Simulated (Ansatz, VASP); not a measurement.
BN: VASP beside Ansatz

```
CELL_PARAMETERS angstrom
0.00000 1.80750 1.80750
1.80750 0.00000 1.80750
1.80750 1.80750 0.00000
ATOMIC_POSITIONS crystal
B 0.00000 0.00000 0.00000
N 0.75000 0.75000 0.75000
```

Alike in both runs: task electric field gradients; functional PBE; k mesh 13 × 13 × 13; occupations fermi-dirac, width 0.03 eV; no spin polarisation.

|  | VASP | Ansatz |
| --- | --- | --- |
| version | VASP 6.6.1 | Ansatz 0.2.0 |
| potentials or method | VASP PAW PBE potentials, release 64 (B, N), cutoff 520 eV | all-electron PAW with datasets made for the crystal, scalar-relativistic |

```tsv
	VASP	Ansatz	Ansatz less VASP
gap on the k mesh at the Fermi level (eV)	4.53	4.54	+0.008
pressure (GPa)	3.3	3.0	-0.26
Vzz of the field gradient on the site that differs most (V/Å²)	0.0	0.0	0.00
```

Ansatz ran all-electron here, so the differences hold the error of VASP's frozen core and of both bases.

Caveats: an odd mesh through Γ misses points on the zone boundary, where band edges often lie. PBE gaps usually lie below the measured ones, often by a third to a half.
